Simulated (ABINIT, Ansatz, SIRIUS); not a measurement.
## Ge: 4 runs at one level of theory

```xyz
1
Lattice="2.6401 -0.0332 -0.0299 -0.0332 2.7560 -0.0258 -0.0299 -0.0258 2.7378" Properties=species:S:1:pos:R:3 pbc="T T T"
Ge    0.0331    0.0135    0.0315
```

This isn't the form of Ge at room conditions, which is diamond.

The given cell was strained at random by a few per cent at fixed volume.

Alike in all runs: task single point; functional PBE; k mesh 10 × 10 × 10; occupations fermi-dirac, width 0.05 eV; no spin polarisation; no spin-orbit coupling. A missing gap at this level doesn't show that the real crystal is a metal. Pressure is positive in compression and, in plane waves, holds the error of the finite cutoff, which Ansatz's Pulay term estimates and takes out.

| program and potentials | plane-wave cutoff (eV) | notes | band gap (eV) | pressure (GPa) | energy over the undisturbed cell (meV/atom) |
| --- | --- | --- | --- | --- | --- |
| SIRIUS, PseudoDojo 0.4.1 PBE standard (scalar relativistic) | 1078 | - | no gap | 0.04 | 14.06 |
| Ansatz, all-electron LAPW, scalar-relativistic | - | - | no gap | 0.00 | - |
| ABINIT, JTH PAW PBE v2.0 | 599 | - | no gap | -0.52 | 14.34 |
| Ansatz, Ansatz PAW (earlier soft set) | 420 | Pulay term of +0.03 GPa included | no gap | -0.02 | 14.08 |

None finds a gap. The pressure spans -0.52 (ABINIT, JTH PAW PBE v2.0) to 0.04 GPa (SIRIUS, PseudoDojo 0.4.1 PBE standard (scalar relativistic)), with all-electron results at 0.00.

The functional is the same throughout but for its coding, so the spread measures potentials, basis and numerics; runs on potential files found faulty are left out.
